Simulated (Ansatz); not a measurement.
Runs of Ansatz 0.2.0 on Cu. The typed cell holds 1 atom: a = 2.565 Å, b = 2.598 Å, c = 2.506 Å, α = 59.95°, β = 60.31°, γ = 59.68°. 

```csv
task,level,cell,cutoff (eV),points for each segment of the path,gap on the mesh (eV),pressure (GPa),relaxed volume (Å³/atom)
band structure,HSE06,"cell sheared at random, sigma 0.01, atoms nudged by 0.01 Å",420,4,none,(a),-
single point,PBE0,"cell sheared at random, sigma 0.01, atoms nudged by 0.01 Å",420,-,none,2.0,-
band structure,HSEsol,"cell sheared at random, sigma 0.01, atoms nudged by 0.01 Å",420,4,none,-3.6,-
relaxation of cell and atoms,B3LYP,"relaxed from: cell sheared at random, sigma 0.01, atoms nudged by 0.01 Å",420,-,none,0.0,(b)
relaxation of cell and atoms,PBEsol0,"relaxed from: cell sheared at random, sigma 0.01, atoms nudged by 0.01 Å",420,-,none,0.0,11.48
single point,r2SCAN0,"cell sheared at random, sigma 0.01, atoms nudged by 0.01 Å",500,-,none,-1.8,-
relaxation of cell and atoms,HSE06,"relaxed from: cell sheared at random, sigma 0.01, atoms nudged by 0.01 Å",420,-,none,0.0,12.00
single point,PBEsol0,"cell sheared at random, sigma 0.01, atoms nudged by 0.01 Å",420,-,none,-3.9,-
relaxation of cell and atoms,PBE0,"relaxed from: cell sheared at random, sigma 0.01, atoms nudged by 0.01 Å",420,-,none,0.0,11.98
single point,B3LYP,"cell sheared at random, sigma 0.01, atoms nudged by 0.01 Å",420,-,none,8.4,-
single point,HF,"cell sheared at random, sigma 0.01, atoms nudged by 0.01 Å",420,-,none,24.6,-
single point,r2SCANh,"cell sheared at random, sigma 0.01, atoms nudged by 0.01 Å",500,-,none,-3.5,-
```

Alike in all rows: potentials or basis Ansatz PAW; no spin polarisation; k mesh 7 × 6 × 7; smearing fermi-dirac 0.05 eV; the mesh is coarse, so values aren't converged.

**Question.** Fill in the values left out.

**Answer.** (a) 2.2; (b) 12.57.

Caveats: all runs use coarse meshes; the PAW data sets come from PBE, with cores solved anew for the run's functional, which leaves a small shift of forces and pressure; the thresholds are loose for stress (some runs); the plane-wave basis is chosen anew once the cell has moved, so the energies of steps on either side of that aren't comparable (some runs); so large a pressure means that the cell lies far from this level's equilibrium, or that cutoff or potentials fall short (some runs).

A gap of «none» marks a metal or a gap under the smearing width.
